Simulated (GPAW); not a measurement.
Runs of GPAW 26.7.0 on CuI (Marshite). It takes space group F-43m (No. 216, cubic). Conventional cell: a = 6.063 Å, b = 6.063 Å, c = 6.063 Å, α = 90.00°, β = 90.00°, γ = 90.00°. Around I (site symmetry -43m) lie 4 Cu at 2.63 Å. Around Cu (site symmetry -43m) lie 4 I at 2.63 Å. 

```tsv
task	level	U	k mesh for the DOS	dos width	gap on the mesh (eV)	pressure (GPa)
density of states	PBE+U	Cu d U = 8 eV	12 × 12 × 12	0 eV	2.30	2.6
density of states	PBE+U	Cu d U = 2 eV	12 × 12 × 12	0 eV	1.46	1.4
density of states	PBE+U	Cu d U = 6 eV	12 × 12 × 12	0 eV	2.05	(b)
density of states	PBE+U	Cu d U = 3 eV	12 × 12 × 12	0 eV	1.61	(a)
density of states	PBE+U	Cu d U = 1 eV	12 × 12 × 12	0 eV	1.30	1.1
density of states	PBE+U	Cu d U = 5 eV	12 × 12 × 12	0 eV	(d)	2.0
density of states	PBE	-	12 × 12 × 12	0 eV	1.14	(c)
```

Alike in all rows: potentials or basis GPAW PAW data sets (gpaw-data 1.2.1), pw; no spin polarisation; cell as given; k mesh 8 × 8 × 8; cutoff (eV) 600; smearing fermi-dirac 0.05 eV.

Task: Estimate the missing entries.

Result: (a) 1.6; (b) 2.2; (c) 0.9; (d) 1.91.

Caveats: with this Cu data set, volumes or pressures lay over 1.5 % or 2 GPa off other programs in two to four cells of ten; spin-orbit coupling is left out, which moves the levels of the heavy elements.

A k mesh can miss the band edges, and the runs leave out spin-orbit coupling on I.
